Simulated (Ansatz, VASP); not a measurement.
# TePb in VASP and in Ansatz

```xyz
2
Lattice="0.0000 3.2310 3.2310 3.2310 0.0000 3.2310 3.2310 3.2310 0.0000" Properties=species:S:1:pos:R:3 pbc="T T T"
Pb    0.0000    0.0000    0.0000
Te    3.2310    3.2310    3.2310
```

Alike in both runs: task relaxation of cell and atoms; functional r2SCAN; k mesh 7 × 7 × 7; occupations fermi-dirac, width 0.05 eV; no spin polarisation.

|  | VASP | Ansatz |
| --- | --- | --- |
| version | VASP 6.6.1 | Ansatz 0.2.0 |
| potentials or method | VASP PAW PBE potentials, release 64 (Pb_d, Te) | Ansatz PAW |
| plane-wave cutoff (eV) | 600 | 500 |
| valence electrons in the cell | 20 | 30 |

|  | VASP | Ansatz | Ansatz less VASP |
| --- | --- | --- | --- |
| gap on the k mesh at the Fermi level, each at its own relaxed structure (eV) | 1.32 | 1.32 | -0.003 |
| relaxed volume (Å³/atom) | 34.88 | 34.90 | +0.019 |
| relaxed cell length with the largest relative difference (Å) | 4.621 | 4.622 | +0.0008 |
| energy change over the relaxation (meV/atom) | -5 | -5 | +0.1 |

The two sets of potentials don't hold the same shells in valence.

Caveats: the PAW data sets were made with another functional, which shifts forces and pressure a little (VASP); the plane-wave basis is chosen anew once the cell has moved, so the energies of steps on either side of that aren't comparable (Ansatz); the PAW data sets come from PBE, with cores solved anew for the run's functional, which leaves a small shift of forces and pressure (Ansatz). The runs have no spin-orbit coupling, so splittings on Pb, Te are missing. Zero-point motion and thermal expansion aren't in these numbers.
